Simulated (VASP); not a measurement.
Input of a VASP 6.6.1 run:

File INCAR:

```
ALGO = Normal
EDIFF = 1E-5
ENCUT = 350
GGA = PS
ISIF = 2
ISMEAR = 0
ISPIN = 2
KPAR = 2
LASPH = True
LCHARG = False
LORBIT = 11
LREAL = Auto
LWAVE = False
MAGMOM = 0 0 0 0 0 0 0 0 0 0 0 0.25 0.25 0.25 0 0 0 0 0 0.25 0 0 0
NELM = 120
PREC = Accurate
SIGMA = 0.03
```

Contents of KPOINTS:

```
k-points
0
Gamma
  2 2 2
```

The input POSCAR:

```
Ga11P12
1.0
    0.0000000000      8.1757500000      8.1757500000
    5.4505000000      0.0000000000      5.4505000000
    5.4505000000      5.4505000000      0.0000000000
Ga P
11 12
Direct
    0.0000000000      0.0000000000      0.5000000000
    0.0000000000      0.5000000000      0.0000000000
    0.0000000000      0.5000000000      0.5000000000
    0.3333330000      0.0000000000      0.0000000000
    0.3333330000      0.0000000000      0.5000000000
    0.3333330000      0.5000000000      0.0000000000
    0.3333330000      0.5000000000      0.5000000000
    0.6666670000      0.0000000000      0.0000000000
    0.6666670000      0.0000000000      0.5000000000
    0.6666670000      0.5000000000      0.0000000000
    0.6666670000      0.5000000000      0.5000000000
    0.0833333333      0.1250000000      0.1250000000
    0.0833333333      0.1250000000      0.6250000000
    0.0833333333      0.6250000000      0.1250000000
    0.0833333333      0.6250000000      0.6250000000
    0.4166663333      0.1250000000      0.1250000000
    0.4166663333      0.1250000000      0.6250000000
    0.4166663333      0.6250000000      0.1250000000
    0.4166663333      0.6250000000      0.6250000000
    0.7500003333      0.1250000000      0.1250000000
    0.7500003333      0.1250000000      0.6250000000
    0.7500003333      0.6250000000      0.1250000000
    0.7500003333      0.6250000000      0.6250000000
```

Potentials or basis: VASP PAW PBE potentials, release 64 (Ga_d, P).

Launch:

```bash
$ cat potpaw_PBE.64/Ga_d/POTCAR potpaw_PBE.64/P/POTCAR > POTCAR
$ mpirun -np 4 vasp_std > vasp.out
```

Predict the pressure.

-1.6 GPa.

What does it give for the largest force?

0.421 eV/Å.

What does it give for the net moment?

0.25 μB per cell.

What does it give for the site moments?

Ga +0.00, -0.00; P +0.03, +0.05, -0.00, +0.00 μB.

Forces on the atoms (eV/Å):
```
Ga   0.058 -0.038 -0.040
Ga   0.058 -0.040 -0.038
Ga   0.037 -0.058 -0.058
Ga   0.116 -0.162 -0.162
Ga   0.171 -0.120 -0.145
Ga   0.171 -0.145 -0.120
Ga   0.001 -0.023 -0.023
Ga   0.193  0.264  0.264
Ga  -0.242 -0.190  0.243
Ga  -0.242  0.243 -0.190
Ga  -0.033  0.034  0.034
P   -0.154  0.000  0.000
P    0.007  0.146  0.039
P    0.007  0.039  0.146
P   -0.006  0.006  0.006
P   -0.097  0.019  0.019
P    0.050  0.017 -0.035
P    0.050 -0.035  0.017
P   -0.062  0.029  0.029
P   -0.090  0.055  0.055
P   -0.015 -0.003 -0.050
P   -0.015 -0.050 -0.003
P    0.039  0.013  0.013
```

Caveat: the k mesh is coarse (spacing up to 0.50 Å⁻¹), so the values aren't converged; the cutoff is under 1.25 times the usual one of these potentials, so pressure, stress and relaxed cells hold a basis-set (Pulay) error; the PAW data sets were made with another functional, which shifts forces and pressure a little.
